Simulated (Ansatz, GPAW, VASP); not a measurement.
# InPd: 3 runs at one level of theory

```
In Pd
1.0
     3.27188    0.00000    0.00000
     0.00000    3.27188    0.00000
     0.00000    0.00000    3.27188
In Pd
1 1
Direct
  0.00000 0.00000 0.00000
  0.50000 0.50000 0.50000
```

The cell comes from a database or a generator and needn't be the stable form of this composition.

Alike in all runs: task single point; functional PBE; k mesh 8 × 8 × 8; occupations gaussian, width 0.024 eV; no spin polarisation; no spin-orbit coupling. Pressure is positive in compression and, in plane waves, holds the error of the finite cutoff, which Ansatz's Pulay term estimates and takes out.

| program and potentials | plane-wave cutoff (eV) | notes | band gap (eV) | pressure (GPa) |
| --- | --- | --- | --- | --- |
| Ansatz, Ansatz PAW | 420 | 15.5 valence electrons an atom on average; Pulay term of +0.08 GPa included | no gap | 3.67 |
| VASP, PBE PAW files In_d, Pd, 520 eV | 520 | 11.5 valence electrons an atom on average | ? | ? |
| GPAW, GPAW PAW data sets (gpaw-data 1.2.1) | 600 | 14.5 valence electrons an atom on average | no gap | 3.31 |

Q: Estimate from the other rows what the run with VASP, PBE PAW files In_d, Pd, 520 eV gave.

A: No band gap; pressure 3.70 GPa. The other rows, which needn't bracket it: pressure 3.31 to 3.67.
